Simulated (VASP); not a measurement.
GaAs, 2 atoms in the cell. The structure is cubic, space group F-43m (No. 216). The conventional cell has a = 5.654 Å, b = 5.654 Å, c = 5.654 Å, α = 90.00°, β = 90.00°, γ = 90.00°. As (site symmetry -43m) is surrounded by 4 Ga at 2.45 Å. Around Ga (site symmetry -43m) lie 4 As at 2.45 Å. 

```yaml
Program: VASP 6.6.1
Task: single point
Functional: PBE0(alpha)
Potentials_or_basis: VASP PAW PBE potentials, release 64 (As, Ga_d)
Cutoff: 520 eV
k_mesh: 4 × 4 × 4
Occupations: fermi-dirac, width 0.05 eV
Spin: no spin polarisation
Share_of_exact_exchange: 0.2
Grid_for_exact_exchange_PRECFOCK: Fast
Exchange_at_q_=_0: truncated
Further_INCAR_settings: ALGO = Normal; EDIFF = 1e-06; NBANDS = 16
```

Potentials or basis: VASP PAW PBE potentials, release 64 (As, Ga_d).

Launch:

```console
$ cat potpaw_PBE.64/As/POTCAR potpaw_PBE.64/Ga_d/POTCAR > POTCAR
$ cp INCAR.step1 INCAR
$ mpirun -np 1 vasp_std > vasp.out
$ cp INCAR.step2 INCAR
$ mpirun -np 1 vasp_std > vasp.out
```

Hardware: 1 thread of Intel(R) Xeon(R) Platinum 8259CL CPU @ 2.50GHz (Skylake/Cascade Lake), with other jobs on the host.

Estimate the wall time of this run.

Run time: 4.5 min on 1 thread of Intel(R) Xeon(R) Platinum 8259CL CPU @ 2.50GHz (Skylake/Cascade Lake), with other jobs on the host, peak memory 0.17 GiB. Counts: scf iterations 9, k points 8.
